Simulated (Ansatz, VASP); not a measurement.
One calculation of BeTe, two programs

```
Be Te
1.0
     0.00000    2.77731    2.77731
     2.77731    0.00000    2.77731
     2.77731    2.77731    0.00000
Be Te
1 1
Cartesian
  0.0000 0.0000 0.0000
  4.1660 4.1660 4.1660
```

Alike in both runs: functional LDA; k mesh 8 × 8 × 8; occupations gaussian, width 0.02 eV; no spin polarisation.

Ansatz relaxed the structure, and its values are those at the end. VASP's run is a single point on that final structure, the one shown.

```csv
,VASP,Ansatz
version,VASP 6.6.1,Ansatz 0.2.0
potentials or method,"VASP PAW LDA potentials, release 64 (Be, Te)","scalar-relativistic, plane waves, PAW"
plane-wave cutoff (eV),520,420
valence electrons in the cell,8,18
```

VASP gave:

| Item | Value |
| --- | --- |
| gap on the k mesh at the Fermi level (eV) | 1.77 |
| least direct gap on the mesh (eV) | 3.55 |
| pressure (GPa) | 0.3 |

Q: Which values does Ansatz return?

A: gap on the k mesh at the Fermi level (eV): 1.79; least direct gap on the mesh (eV): 3.59; pressure (GPa): 0.0.

The two sets of potentials don't hold the same shells in valence.

Caveats: spin-orbit coupling is left out, which moves the levels of the heavy elements. A k mesh can miss the band edges. As with any semilocal functional, this LDA gap is likely too small.
